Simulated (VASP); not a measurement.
Wanted: the native input for a VASP 6.6.1 run.

| Quantity | Value |
| --- | --- |
| Task | vibrations by finite differences |
| Functional | PBE |
| Potentials or basis | VASP PAW PBE potentials, release 64 (Mo) |
| Cutoff | 520 eV |
| k mesh | 18 × 18 × 18 |
| Occupations | gaussian, width 0.1 eV |
| Spin | no spin polarisation |
| Ions in elastic constants | relaxed |
| Further INCAR settings | ALGO = Normal; EDIFF = 1e-08; IBRION = 6; POTIM = 0.015; NSW = 1; ISIF = 3 |

The structure of Mo lies in POSCAR:

```
Mo                                      
1.0
   -1.5387420306      1.5387420306      1.5387420306
    1.5387420306     -1.5387420306      1.5387420306
    1.5387420306      1.5387420306     -1.5387420306
  Mo            
     1
Direct
     0.0000000000000000    0.0000000000000000    0.0000000000000000
```

One way to write it, as run:

INCAR

```
SYSTEM = Mo
ALGO = Normal
EDIFF = 1E-8
ENCUT = 520
GGA = PE
IBRION = 6
ISIF = 3
ISMEAR = 0
LASPH = .True.
LCHARG = .False.
LREAL = .False.
LWAVE = .False.
NELM = 100
NFREE = 2
NSW = 1
POTIM = 0.015
PREC = Accurate
SIGMA = 0.1
```

KPOINTS

```
k-points
0
Gamma
  18 18 18
  0 0 0
```

Potentials or basis: VASP PAW PBE potentials, release 64 (Mo).

Command:

```bash
$ cat potpaw_PBE.64/Mo/POTCAR > POTCAR
$ mpirun -np 1 vasp_std > vasp.out
```

It gave:

| Quantity | Value |
| --- | --- |
| Elastic constants C11, C12, C44 | 609, 205, 133 GPa |
| Voigt bulk modulus | 340 GPa |

Caveat: elastic constants of metals need much finer meshes, so these are rough.

Run time: 6.5 min on 1 thread of Intel(R) Xeon(R) Platinum 8488C (Sapphire Rapids) (shared host), peak memory 0.4 GiB.
